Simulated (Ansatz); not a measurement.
Input of an Ansatz 0.2.0 run:

File input.yaml:

```yaml
crystal:
  lattice:
    - [0.0, 2.1657188437, 2.1657188437]
    - [2.1657188437, 0.0, 2.1657188437]
    - [2.1657188437, 2.1657188437, 0.0]
  atoms:
    - { symbol: Ti, position: [0.0, 0.0, 0.0] }
    - { symbol: C, position: [0.5, 0.5, 0.5] }
hamiltonian:
  xc: pbesol
  pseudopotentials: { kind: paw }
  hubbard: { sites: [{ species: Ti, l: d, u_eff: 2.0 }] }
kpoints:
  mp_grid: { grid: [11, 11, 11] }
  band_path:
    path:
      - [[0.0, 0.0, 0.0], [0.5, 0.0, 0.5], [0.5, 0.25, 0.75], [0.375, 0.375, 0.75], [0.0, 0.0, 0.0], [0.5, 0.5, 0.5], [0.625, 0.25, 0.625], [0.5, 0.25, 0.75], [0.5, 0.5, 0.5], [0.375, 0.375, 0.75]]
      - [[0.625, 0.25, 0.625], [0.5, 0.0, 0.5]]
    npoints: 14
scf:
  occupations: { method: fermi_dirac, width: 0.05 }
  n_extra_bands: 6
output:
  forces: true
  stress: true
  eigenvalues: true
  fatbands: false
```

Potentials or basis: Ansatz PAW.

Command:

```bash
$ ansatz run input.yaml --threads 2 --pin off --max-ram 5632MiB --backend cpu --events-out ev --progress --plain --runs-dir out
```

(1) What does it give for the pressure?

(2) Predict the band gap on the k mesh.

Answers

(1) -3.7 GPa.

(2) none (metal or under the smearing width).

Caveat: U without spin polarisation on a metal has little footing; the PAW data sets come from PBE, with cores solved anew for the run's functional, which leaves a small shift of forces and pressure; the U is typed as a test and isn't derived for this compound.
